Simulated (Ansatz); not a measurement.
Relaxed bulk W:

```yaml
crystal:
  lattice:
    - [-1.59178, 1.59178, 1.59178]
    - [1.59178, -1.59178, 1.59178]
    - [1.59178, 1.59178, -1.59178]
  atoms:
    - { symbol: W, position: [0.00000, 0.00000, 0.00000] }
```

Miller indices refer to the conventional cell of Im-3m (No. 229), a = 3.184 Å, b = 3.184 Å, c = 3.184 Å, α = 90.00°, β = 90.00°, γ = 90.00°.

The calculation used DFT PBE, scalar-relativistic, plane waves, PAW in Ansatz. Cutoff 420 eV, Gaussian smearing of 0.10 eV, no spin polarisation. A dipole correction acts along the normal.

A relaxed slab with low-index faces, about a nanometre thick, has these properties:

```yaml
Surface_energy_mean_of_both_faces: 3.98 J/m²
Work_function: 4.11 eV
```

**Question.** Which low-index plane was cut?

**Answer.** The (100) plane.

Spin–orbit coupling is left out, which can shift energies with elements as heavy as these.